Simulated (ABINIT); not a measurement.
Input of an ABINIT 10.8.3 (patched build) run:

run.abi

```
# Pseudopotentials
pp_dirpath "./"
pseudos "Au.GGA_PBE-JTH.xml"

# Structure
acell 5.4244099154 5.4244099154 5.4244099154
rprim
    -0.5773502692     0.5773502692     0.5773502692
     0.5773502692    -0.5773502692     0.5773502692
     0.5773502692     0.5773502692    -0.5773502692
ntypat 1
znucl 79
natom 1
typat 1
xred
     0.0000000000     0.0000000000     0.0000000000

# Plane-wave basis
ecut 20.0
pawecutdg 40.0

# k points
kptopt 1
ngkpt 11 11 11
nshiftk 1
shiftk 0.0 0.0 0.0

# Exchange and correlation
ixc 11

# Bands and occupations
nband 10
occopt 3
tsmear 0.05 eV

# SCF cycle
nstep 100
tolvrs 1.0e-9

# Output
iomode 3
prtwf 0
prteig 0
prtebands 0
enunit 2
prtden 1
prtvha 1
prtvclmb 1
prtpot 1
```

Potentials or basis: JTH PAW PBE v2.0.

The run is started by

```sh
$ abinit run.abi > log 2>&1
```

What does it give for the pressure?

-0.8 GPa.

Predict the band gap on the k mesh.

none (metal or under the smearing width).

The run has no spin-orbit coupling, so splittings on Au are missing.
